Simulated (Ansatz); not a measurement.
Property card for ZrS2

These are results of DFT PBEsol, scalar-relativistic, plane waves, PAW in Ansatz, not measurements.

Plane waves to 420 eV, a k mesh through Γ of 12×12×6 on the computed 3-atom cell and Gaussian smearing (0.02 eV); no spin polarisation.

The structure is relaxed at this level of theory with its symmetry kept.

It takes space group P-3m1 (No. 164, trigonal). The conventional cell has a = 3.627 Å, b = 3.627 Å, c = 5.887 Å, α = 90.00°, β = 90.00°, γ = 120.00°. Zr (site symmetry -3m) has 6 S at 2.55 Å as nearest neighbours. S (site symmetry 3m) is surrounded by 3 Zr at 2.55 Å.

- Volume per atom: 150.9 bohr³
- Formation energy from the elements' standard states (uncorrected): -1.579 eV/atom
- Kohn–Sham band gap: 0.76 eV, indirect from (-0.109, 0.052, 0.000) to L
- Löwdin character of the top 1 eV of the valence band: S 3p 90 %, Zr 4d 7 %
- Löwdin character of the lowest 1 eV of the conduction band: Zr 4d 74 %, S 3p 20 %
- Electron masses at the edge by Cartesian direction of the standard setting (m_e; degenerate bands sorted by energy; no spin-orbit coupling): x: 0.28; y: 1.2; z: 1.1
- Hole masses at the edge by Cartesian direction of the standard setting (m_e; degenerate bands sorted by energy; no spin-orbit coupling): x: 1.4; y: 17; z: 0.30
- Bader charges (e): Zr (1 in the cell) 2.03, S (2 in the cell) -1.01

Each cell of ZrS2 holds layers, and where no dispersion correction was added their binding is poorly described.